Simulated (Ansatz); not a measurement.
BP:

```
P B
1.0
     0.00000    2.26900    2.26900
     2.26900    0.00000    2.26900
     2.26900    2.26900    0.00000
P B
1 1
Direct
  0.75000 0.75000 0.75000
  0.00000 0.00000 0.00000
```

Base run:

| Item | Value |
| --- | --- |
| Program | Ansatz 0.2.0 |
| Functional | HSE06 |
| Potentials or basis | all-electron PAW datasets made for the crystal |
| Cutoff | 310 eV (chosen from the basis error) |
| k mesh | 6 × 6 × 6 |
| Occupations | fermi-dirac, width 0.05 eV |
| Spin | no spin polarisation |

Its results: band gap on the k mesh 2.07 eV, indirect (least direct gap 4.35 eV); pressure -1.6 GPa.

Problem. The run is repeated on the same cell with these changes: functional from HSE06 to PBE0. What comes out?

Solution. Band gap on the k mesh 2.77 eV, indirect (least direct gap 5.03 eV); pressure -1.7 GPa.

A k mesh can miss the band edges.
